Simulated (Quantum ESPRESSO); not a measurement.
The system is CO2.

```
CELL_PARAMETERS angstrom
5.62000 0.00000 0.00000
0.00000 5.62000 0.00000
0.00000 0.00000 5.62000
ATOMIC_POSITIONS crystal
O 0.16700 0.33300 0.66700
O 0.33300 0.66700 0.16700
O 0.66700 0.16700 0.33300
O 0.83300 0.83300 0.83300
O 0.83300 0.66700 0.33300
O 0.66700 0.33300 0.83300
O 0.33300 0.83300 0.66700
O 0.16700 0.16700 0.16700
C 0.00000 0.50000 0.50000
C 0.50000 0.50000 0.00000
C 0.50000 0.00000 0.50000
C 0.00000 0.00000 0.00000
```

| Quantity | Value |
| --- | --- |
| Program | Quantum ESPRESSO 7.5 |
| Task | single point |
| Functional | PBE |
| Potentials or basis | SSSP 1.3 efficiency PBE |
| Cutoff | 748 eV |
| Density cutoff | 5987 eV |
| k mesh | 5 × 5 × 5 |
| Occupations | fermi-dirac, width 0.05 eV |
| Spin | no spin polarisation |

On this cell: pressure -37.8 GPa; largest force 9.931 eV/Å; band gap on the k mesh 1.25 eV, direct.

The same run follows on a disturbed copy (atoms moved at random, drawn with an rms of 0.05 Å):

```
CELL_PARAMETERS angstrom
5.62000 0.00000 0.00000
0.00000 5.62000 0.00000
0.00000 0.00000 5.62000
ATOMIC_POSITIONS crystal
O 0.16753 0.33858 0.66667
O 0.33450 0.66465 0.16202
O 0.67420 0.16139 0.32051
O 0.82357 0.84008 0.83639
O 0.83401 0.66632 0.33741
O 0.65329 0.33213 0.84396
O 0.33571 0.82561 0.66571
O 0.16179 0.15551 0.16833
C 0.99634 0.49991 0.48908
C 0.50635 0.49275 0.00633
C 0.50999 0.99859 0.49342
C 0.99348 0.99654 0.00515
```

Q: What changes?

A: The energy moves by -116.9 meV/atom; pressure -37.7 GPa; largest force 10.998 eV/Å; band gap on the k mesh 1.27 eV, indirect (least direct gap 1.30 eV).

Forces on the atoms (eV/Å):
```
O   -5.632  5.200 -5.806
O    5.892 -5.903 -5.246
O   -5.678 -5.586  6.050
O    6.038  5.550  5.973
O    6.209 -6.429  5.805
O   -5.893  6.548  6.583
O    5.397  5.368 -5.338
O   -6.131 -5.737 -5.949
C   -0.497  1.146 -0.034
C   -0.024 -0.576 -1.358
C    0.149  0.206 -0.597
C    0.170  0.213 -0.084
```

Stress tensor (GPa, compression positive):
```
-38.16   0.64  -0.81
  0.64 -37.15  -0.36
 -0.81  -0.36 -37.91
```

Caveats: an odd mesh through Γ misses points on the zone boundary, where band edges often lie; a pressure of tens of GPa on the cell as given is suspect, and the run, the potentials or the cell itself is likely at fault (some runs); forces of over 1 eV/Å show positions far from the minimum, so gaps and moduli don't describe the material at rest (some runs); the cell as given lies far from equilibrium (some runs).
